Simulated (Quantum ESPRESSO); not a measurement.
# TiC (Fm-3m) in Quantum ESPRESSO: relaxation of the atoms with RPBE

Aim: the relaxation of the atoms of TiC with RPBE.

Everything below comes from runs of Quantum ESPRESSO 7.5. Logs are shortened: lines on timing, memory, paths and dates and some standing lists are left out, and cuts for length are marked.

### Step 1. The undisturbed crystal

Symmetry: Fm-3m, No. 225, cubic system. The conventional cell has a = 4.331 Å, b = 4.331 Å, c = 4.331 Å, α = 90.00°, β = 90.00°, γ = 90.00°. Ti (site symmetry m-3m) has 6 C at 2.17 Å as nearest neighbours. Around C (site symmetry m-3m) lie 6 Ti at 2.17 Å.

The cell is a database's computed one.

### Step 2. Relaxation of the atoms, RPBE (atoms moved at random, drawn with an rms of 0.15 Å)

File pw.in:

```
&CONTROL
  calculation = 'relax'
  prefix = 'pwscf'
  outdir = './tmp'
  pseudo_dir = './pseudo'
  tprnfor = .true.
  disk_io = 'low'
  nstep = 40
  forc_conv_thr = 0.0004
  etot_conv_thr = 1d-05
/
&SYSTEM
  ibrav = 0
  nat = 2
  ntyp = 2
  ecutwfc = 84
  nbnd = 14
  input_dft = 'rpbe'
  occupations = 'smearing'
  smearing = 'gaussian'
  degauss = 0.00734986
/
&ELECTRONS
  conv_thr = 4d-10
  electron_maxstep = 120
  mixing_beta = 0.5
  mixing_mode = 'local-TF'
/
&IONS
  ion_dynamics = 'bfgs'
/
ATOMIC_SPECIES
Ti    47.8670 Ti.upf
C     12.0110 C.upf
CELL_PARAMETERS angstrom
   0.0000000000    2.1657188437    2.1657188437
   2.1657188437    0.0000000000    2.1657188437
   2.1657188437    2.1657188437    0.0000000000
ATOMIC_POSITIONS angstrom
Ti    -0.1771189842    0.0306557502   -0.0412786012
C      2.2610927701    2.0786526147    2.0532920471
K_POINTS automatic
11 11 11 0 0 0
```

Potentials or basis: PseudoDojo 0.4 SR PBEsol stringent.

Command:

```bash
$ OMP_NUM_THREADS=1 pw.x -in pw.in > pw.out
```

pw.out:

```text
This program is part of the open-source Quantum ESPRESSO suite
     for quantum simulation of materials; please cite
         "P. Giannozzi et al., J. Phys.:Condens. Matter 21 395502 (2009);
         "P. Giannozzi et al., J. Phys.:Condens. Matter 29 465901 (2017);
         "P. Giannozzi et al., J. Chem. Phys. 152 154105 (2020);
     in publications or presentations arising from this work. More details at

     IMPORTANT: XC functional enforced from input :
     Exchange-correlation= RPBE
                           (   1   4  44   4   0   0   0)
     Any further DFT definition will be discarded
     Please, verify this is what you really want

     G-vector sticks info
     --------------------
     sticks:   dense  smooth     PW     G-vecs:    dense   smooth      PW
     Sum         769     769    241                14211    14211    2421

     Using Slab Decomposition

     bravais-lattice index     =            0
     lattice parameter (alat)  =       5.7878  a.u.
     unit-cell volume          =     137.0985 (a.u.)^3
     number of atoms/cell      =            2
     number of atomic types    =            2
     number of electrons       =        16.00
     number of Kohn-Sham states=           14
     kinetic-energy cutoff     =      84.0000  Ry
     charge density cutoff     =     336.0000  Ry
     scf convergence threshold =      4.0E-10
     mixing beta               =       0.5000
     number of iterations used =            8  local-TF  mixing
     energy convergence thresh.=      1.0E-05
     force convergence thresh. =      4.0E-04
     Exchange-correlation= RPBE
                           (   1   4  44   4   0   0   0)
     nstep                     =           40

     celldm(1)=   5.787832  celldm(2)=   0.000000  celldm(3)=   0.000000
     celldm(4)=   0.000000  celldm(5)=   0.000000  celldm(6)=   0.000000

     crystal axes: (cart. coord. in units of alat)
               a(1) = (   0.000000   0.707107   0.707107 )
               a(2) = (   0.707107   0.000000   0.707107 )
               a(3) = (   0.707107   0.707107   0.000000 )

     reciprocal axes: (cart. coord. in units 2 pi/alat)
               b(1) = ( -0.707107  0.707107  0.707107 )
               b(2) = (  0.707107 -0.707107  0.707107 )
               b(3) = (  0.707107  0.707107 -0.707107 )

     PseudoPot. # 1 for Ti read from file:
     Ti.upf
     Pseudo is Norm-conserving + core correction, Zval = 12.0
     Generated using ONCVPSP code by D. R. Hamann
     Using radial grid of 1586 points,  6 beta functions with:
                l(1) =   0
                l(2) =   0
                l(3) =   1
                l(4) =   1
                l(5) =   2
                l(6) =   2

     PseudoPot. # 2 for C  read from file:
     C.upf
     Pseudo is Norm-conserving + core correction, Zval =  4.0
     Generated using ONCVPSP code by D. R. Hamann
     Using radial grid of 1248 points,  4 beta functions with:
                l(1) =   0
                l(2) =   0
                l(3) =   1
                l(4) =   1

     atomic species   valence    mass     pseudopotential
     Ti               12.00    47.86700     Ti( 1.00)
     C                 4.00    12.01100     C ( 1.00)

     No symmetry found

   Cartesian axes

     site n.     atom                  positions (alat units)
         1        Ti     tau(   1) = (  -0.0578293   0.0100091  -0.0134775  )
         2        C      tau(   2) = (   0.7382463   0.6786797   0.6703995  )

     number of k points=   666  Gaussian smearing, width (Ry)=  0.0073

     Number of k-points >= 100: set verbosity='high' to print them.

     Dense  grid:    14211 G-vectors     FFT dimensions: (  36,  36,  36)

     Initial potential from superposition of free atoms

     starting charge      15.9985, renormalised to      16.0000
     Starting wfcs are   14 randomized atomic wfcs

     Self-consistent Calculation

     iteration #  1     ecut=    84.00 Ry     beta= 0.50
     Davidson diagonalization with overlap
     ethr =  1.00E-02,  avg # of iterations =  4.6

     total energy              =    -130.87891000 Ry
     estimated scf accuracy    <       0.82861729 Ry

     iteration #  2     ecut=    84.00 Ry     beta= 0.50
     Davidson diagonalization with overlap
     ethr =  5.18E-03,  avg # of iterations =  1.0
[... 69 lines left out ...]
     Forces acting on atoms (cartesian axes, Ry/au):

     atom    1 type  1   force =     0.11149983   -0.03059756   -0.01625191
     atom    2 type  2   force =    -0.11149983    0.03059756    0.01625191

     Total force =     0.165121     Total SCF correction =     0.000022

     BFGS Geometry Optimization
     Energy error            =      2.7E-02 Ry
     Gradient error          =      1.1E-01 Ry/Bohr

     number of scf cycles    =   1
     number of bfgs steps    =   0

     energy             new  =    -130.9714454097 Ry

     new trust radius        =       0.1167585000 bohr
     new conv_thr            =       0.0000000004 Ry

ATOMIC_POSITIONS (angstrom)
Ti              -0.1181158148        0.0144642192       -0.0498787396
C                2.2020896007        2.0948441457        2.0618921855

     NEW-OLD atomic charge density approx. for the potential

     Self-consistent Calculation

     iteration #  1     ecut=    84.00 Ry     beta= 0.50
     Davidson diagonalization with overlap
     c_bands:  1 eigenvalues not converged
     c_bands:  1 eigenvalues not converged
     ethr =  1.00E-06,  avg # of iterations =  9.9

     total energy              =    -130.99200693 Ry
     estimated scf accuracy    <       0.00482113 Ry

     iteration #  2     ecut=    84.00 Ry     beta= 0.50
     Davidson diagonalization with overlap
     ethr =  3.01E-05,  avg # of iterations =  1.0

     total energy              =    -130.99140139 Ry
     estimated scf accuracy    <       0.00152381 Ry
[... 57 lines left out ...]
     Total force =     0.086228     Total SCF correction =     0.000008
     Energy error            =      2.0E-02 Ry
     Gradient error          =      5.3E-02 Ry/Bohr

     number of scf cycles    =   2
     number of bfgs steps    =   1

     energy             old  =    -130.9714454097 Ry
     energy             new  =    -130.9916294069 Ry

     CASE: energy            _new < energy            _old

     new trust radius        =       0.1284343500 bohr
     new conv_thr            =       0.0000000004 Ry

ATOMIC_POSITIONS (angstrom)
Ti              -0.0590936809       -0.0143387271       -0.0673703227
C                2.1430674668        2.1236470920        2.0793837686

     NEW-OLD atomic charge density approx. for the potential

     Self-consistent Calculation
[... 71 lines left out ...]
     Total force =     0.025433     Total SCF correction =     0.000020
     Energy error            =      1.0E-02 Ry
     Gradient error          =      1.3E-02 Ry/Bohr

     number of scf cycles    =   3
     number of bfgs steps    =   2

     energy             old  =    -130.9916294069 Ry
     energy             new  =    -131.0017032036 Ry

     CASE: energy            _new < energy            _old

     new trust radius        =       0.0524051495 bohr
     new conv_thr            =       0.0000000001 Ry

ATOMIC_POSITIONS (angstrom)
Ti              -0.0364688031       -0.0277951051       -0.0760928818
C                2.1204425890        2.1371034700        2.0881063277

     NEW-OLD atomic charge density approx. for the potential

     Self-consistent Calculation
[... 71 lines left out ...]
     Total force =     0.004567     Total SCF correction =     0.000004
     Energy error            =      8.1E-04 Ry
     Gradient error          =      3.2E-03 Ry/Bohr

     number of scf cycles    =   4
     number of bfgs steps    =   3

     energy             old  =    -131.0017032036 Ry
     energy             new  =    -131.0025178974 Ry

     CASE: energy            _new < energy            _old

     new trust radius        =       0.0063183571 bohr
     new conv_thr            =            3.2E-11 Ry

ATOMIC_POSITIONS (angstrom)
Ti              -0.0396926528       -0.0269779743       -0.0757489527
C                2.1236664387        2.1362863392        2.0877623986

     NEW-OLD atomic charge density approx. for the potential

     Self-consistent Calculation

     iteration #  1     ecut=    84.00 Ry     beta= 0.50
     Davidson diagonalization with overlap
     ethr =  1.00E-06,  avg # of iterations =  3.3

     Threshold (ethr) on eigenvalues was too large:
     Diagonalizing with lowered threshold

     Davidson diagonalization with overlap
     ethr =  5.90E-08,  avg # of iterations =  1.7

     total energy              =    -131.00254050 Ry
     estimated scf accuracy    <       0.00000987 Ry

     iteration #  2     ecut=    84.00 Ry     beta= 0.50
     Davidson diagonalization with overlap
     ethr =  6.17E-08,  avg # of iterations =  1.0
[... 53 lines left out ...]
     Total force =     0.002063     Total SCF correction =     0.000003
     Energy error            =      2.2E-05 Ry
     Gradient error          =      8.8E-04 Ry/Bohr

     number of scf cycles    =   5
     number of bfgs steps    =   4

     energy             old  =    -131.0025178974 Ry
     energy             new  =    -131.0025396723 Ry

     CASE: energy            _new < energy            _old

     new trust radius        =       0.0020807804 bohr
     new conv_thr            =            8.7E-12 Ry

ATOMIC_POSITIONS (angstrom)
Ti              -0.0406004352       -0.0274145479       -0.0761936539
C                2.1245742211        2.1367229128        2.0882070998

     NEW-OLD atomic charge density approx. for the potential

     Self-consistent Calculation

     iteration #  1     ecut=    84.00 Ry     beta= 0.50
     Davidson diagonalization with overlap
     ethr =  1.00E-06,  avg # of iterations =  3.0

     Threshold (ethr) on eigenvalues was too large:
     Diagonalizing with lowered threshold

     Davidson diagonalization with overlap
     ethr =  6.39E-09,  avg # of iterations =  2.0

     total energy              =    -131.00254381 Ry
     estimated scf accuracy    <       0.00000108 Ry

     iteration #  2     ecut=    84.00 Ry     beta= 0.50
     Davidson diagonalization with overlap
     ethr =  6.73E-09,  avg # of iterations =  1.0
[... 46 lines left out ...]
     Total force =     0.001083     Total SCF correction =     0.000017
     Energy error            =      4.1E-06 Ry
     Gradient error          =      5.7E-04 Ry/Bohr

     number of scf cycles    =   6
     number of bfgs steps    =   5

     energy             old  =    -131.0025396723 Ry
     energy             new  =    -131.0025437242 Ry

     CASE: energy            _new < energy            _old

     new trust radius        =       0.0018190949 bohr
     new conv_thr            =            4.0E-12 Ry

ATOMIC_POSITIONS (angstrom)
Ti              -0.0409678828       -0.0280884502       -0.0767745860
C                2.1249416687        2.1373968151        2.0887880319

     NEW-OLD atomic charge density approx. for the potential

     Self-consistent Calculation

     iteration #  1     ecut=    84.00 Ry     beta= 0.50
     Davidson diagonalization with overlap
     ethr =  1.00E-06,  avg # of iterations =  3.0

     Threshold (ethr) on eigenvalues was too large:
     Diagonalizing with lowered threshold

     Davidson diagonalization with overlap
     ethr =  4.84E-09,  avg # of iterations =  2.2

     total energy              =    -131.00254529 Ry
     estimated scf accuracy    <       0.00000082 Ry

     iteration #  2     ecut=    84.00 Ry     beta= 0.50
     Davidson diagonalization with overlap
     ethr =  5.15E-09,  avg # of iterations =  1.0
[... 50 lines left out ...]
     atom    1 type  1   force =     0.00006856   -0.00008387   -0.00005609
     atom    2 type  2   force =    -0.00006856    0.00008387    0.00005609

     Total force =     0.000173     Total SCF correction =     0.000001
     Energy error            =      1.5E-06 Ry
     Gradient error          =      8.4E-05 Ry/Bohr

     bfgs converged in   7 scf cycles and   6 bfgs steps
     (criteria: energy <  1.0E-05 Ry, force <  4.0E-04 Ry/Bohr)

     End of BFGS Geometry Optimization

     Final energy             =    -131.0025452246 Ry

Begin final coordinates

ATOMIC_POSITIONS (angstrom)
Ti              -0.0409678828       -0.0280884502       -0.0767745860
C                2.1249416687        2.1373968151        2.0887880319
End final coordinates

=------------------------------------------------------------------------------=
   JOB DONE.
=------------------------------------------------------------------------------=
```

Wall time 13 min (1 thread of AMD EPYC 7B13 (Zen 3), shared host); peak memory 0.29 GiB.

Results:

```yaml
Free_energy: -1782.3804 eV
Energy_gained_by_relaxing: 211.6 meV/atom
Ionic_steps: 7
Largest_force_after_relaxing: 0.003 eV/Å
Band_gap_on_the_k_mesh: none (metal or under the smearing width)
```

Forces on the atoms (eV/Å):
```
Ti   0.002 -0.002 -0.001
C   -0.002  0.002  0.001
```

Step by step:
```
step  energy change (eV)  largest force (eV/Å)
   1              0.0000                3.0020
   2             -0.2746                1.5677
   3             -0.4117                0.4624
   4             -0.4228                0.0830
   5             -0.4231                0.0375
   6             -0.4231                0.0197
   7             -0.4231                0.0031
```

Final structure:
```
Ti C
1.0
     0.00000    2.16572    2.16572
     2.16572    0.00000    2.16572
     2.16572    2.16572    0.00000
Ti C
1 1
Direct
  0.98525 0.97930 0.00178
  0.48511 0.47936 0.50181
```

Levels at points of the mesh, in eV from the Fermi level:
```csv
k point,band 5,band 6,band 7,band 8,band 9,band 10,band 11,band 12
"(0.00, 0.00, 0.00)",-12.44,0.63,0.63,0.63,1.57,1.58,1.58,1.63
```

Caveat: the potentials were made for another functional, which shifts forces and pressure.
